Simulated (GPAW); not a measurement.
Ta:

```
Ta
1.0
    -1.65128    1.65128    1.65128
     1.65128   -1.65128    1.65128
     1.65128    1.65128   -1.65128
Ta
1
Cartesian
  0.0000 0.0000 0.0000
```

Program: GPAW 26.7.0. Alike in all runs: cell as given; cutoff (eV) 600.

Task: Order these runs on this cell by their pressure, lowest first.
A. level PBE; potentials or basis GPAW PAW data sets (gpaw-data 1.2.1), pw; spin off; k mesh 11 × 11 × 11; smearing gaussian 0.014 eV
B. level r2SCAN; potentials or basis GPAW PAW data sets (gpaw-data 1.2.1), pw; spin SOC, no magnetisation; k mesh 8 × 8 × 8; smearing fermi-dirac 0.05 eV; band path GHNGPH,PN; band points 100; spin axis theta (degrees) 0; spin axis phi (degrees) 0
C. level PBEsol; potentials or basis PAW data sets generated in the run's folder for this functional, pw; spin off; k mesh 11 × 11 × 11; smearing fermi-dirac 0.05 eV
D. level revPBE; potentials or basis the program's PAW data sets (release 1.2.1) made for this functional, pw; spin off; k mesh 11 × 11 × 11; smearing fermi-dirac 0.05 eV; band path GHNGPH,PN; band points 60
E. level BLYP; potentials or basis PAW data sets generated in the run's folder for this functional, pw; spin off; k mesh 11 × 11 × 11; smearing fermi-dirac 0.05 eV; band path GHNGPH,PN; band points 60; eigensolver davidson

Result: C (-4.0 GPa), B (-0.8 GPa), A (2.3 GPa), D (5.6 GPa), E (8.5 GPa).

Caveats: spin-orbit coupling was added after a scalar SCF, so levels and gaps hold it while energy, forces, pressure and moments don't (some runs); the PAW data sets were made with another functional, which shifts forces and pressure a little (some runs).

Not every run made on this cell is shown here.
